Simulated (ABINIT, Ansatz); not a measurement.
# Cost and result for the band gap of SiC

```
Si C
1.0
     3.07569    0.00000    0.00000
    -1.53785    2.66363    0.00000
     0.00000    0.00000   10.07065
Si C
4 4
Direct
  0.00000 0.00000 0.18789
  0.00000 0.00000 0.68789
  0.33333 0.66667 0.43784
  0.66667 0.33333 0.93784
  0.00000 0.00000 0.00046
  0.00000 0.00000 0.50046
  0.33333 0.66667 0.24980
  0.66667 0.33333 0.74980
```

The cell is a database's computed one, not the measured one.

```csv
rung,level,program and potentials,cutoff (eV),k mesh,task,core time,chip,band gap (eV),notes
GGA,PBE,"Ansatz, Ansatz PAW",420,6 × 6 × 2,single point,2.8 s,Arm Neoverse V1,(a),-
GGA,rPW86-PBE,"Ansatz, Ansatz PAW",420,10 × 10 × 3,band structure,8.5 s,AMD EPYC 9R45 Zen 5,2.49,"potentials made for PBE, which Ansatz adapts in part"
GGA,PBE,"Ansatz, Ansatz PAW polarizable",420,10 × 10 × 3,band structure,11 s,AMD EPYC 9R14 Zen 4,2.23,-
G0W0,G0W0 on PBE,"Ansatz, Ansatz PAW",420,6 × 6 × 2,G0W0 quasiparticle levels,16 s,AMD EPYC 7R13 Zen 3,3.10,"bands, basis or mesh of the many-body step not converged; response cutoff 170 eV, bands 415"
GGA,BLYP,"Ansatz, Ansatz PAW",420,10 × 10 × 3,band structure,18 s,Arm Neoverse V2,2.53,"potentials made for PBE, which Ansatz adapts in part"
GGA,PBE,"Ansatz, Ansatz PAW",420,10 × 10 × 3,band structure,22 s,Arm Neoverse V1,2.23,-
GGA,revPBE,"Ansatz, Ansatz PAW",420,10 × 10 × 3,band structure,22 s,Arm Neoverse V1,2.24,"potentials made for PBE, which Ansatz adapts in part"
GGA,RPBE,"Ansatz, Ansatz PAW",420,10 × 10 × 3,band structure,23 s,Intel Xeon,2.24,"potentials made for PBE, which Ansatz adapts in part"
LDA,SVWN5,"Ansatz, Ansatz PAW",420,10 × 10 × 3,band structure,24 s,Arm Neoverse V1,2.18,"potentials made for PBE, which Ansatz adapts in part"
LDA,LDA,"Ansatz, Ansatz PAW",420,10 × 10 × 3,band structure,25 s,Intel Xeon,2.18,"potentials made for PBE, which Ansatz adapts in part"
GGA,PBEsol,"Ansatz, Ansatz PAW",420,10 × 10 × 3,band structure,25 s,Arm Neoverse V2,2.12,"potentials made for PBE, which Ansatz adapts in part"
hybrid,PBE0,"Ansatz, Ansatz PAW",420,6 × 6 × 2,band structure,27 s,AMD EPYC 7R13 Zen 3,3.87,"potentials made for PBE, which Ansatz adapts in part"
hybrid,HSE06,"Ansatz, Ansatz PAW",420,6 × 6 × 2,band structure,30 s,AMD EPYC 7R13 Zen 3,3.14,"potentials made for PBE, which Ansatz adapts in part"
G0W0,G0W0 on HSE06,"Ansatz, Ansatz PAW",420,6 × 6 × 2,G0W0 quasiparticle levels,30 s,AMD EPYC 7R13 Zen 3,3.34,"bands, basis or mesh of the many-body step not converged; potentials made for PBE, which Ansatz adapts in part; response cutoff 100 eV, bands 187"
meta-GGA,r2SCAN,"Ansatz, Ansatz PAW",500,10 × 10 × 3,band structure,49 s,Intel Xeon,2.60,"potentials made for PBE, which Ansatz adapts in part"
hybrid,HSE06,"Ansatz, Ansatz PAW",420,8 × 8 × 2,band structure,2.3 min,AMD EPYC 7R13 Zen 3,3.14,"potentials made for PBE, which Ansatz adapts in part"
GGA,revPBE,"ABINIT, JTH PAW PBE v2.0",544,10 × 10 × 3,band structure,4 min,AMD EPYC 9R45 Zen 5,(b),potentials made for PBE
```

Times are single runs on shared hosts and different chips, so they are rough; meshes, cutoffs and the tasks' sizes weigh on the time. All rows: no spin polarisation. Gaps are the least found on the k mesh or the band path, and a mesh can miss the band edges. Meshes differ between rows, which moves values too. All levels ran on this one cell, unrelaxed unless noted. Meshes are those of the run's cell of 8 atoms unless a note names another. Runs on faulty files, with rough fits or with known faults for this quantity aren't shown. No row holds spin-orbit coupling.

Question: Estimate the values left out from the other rows.

Answer: (a) 2.22 eV; (b) 2.25 eV.
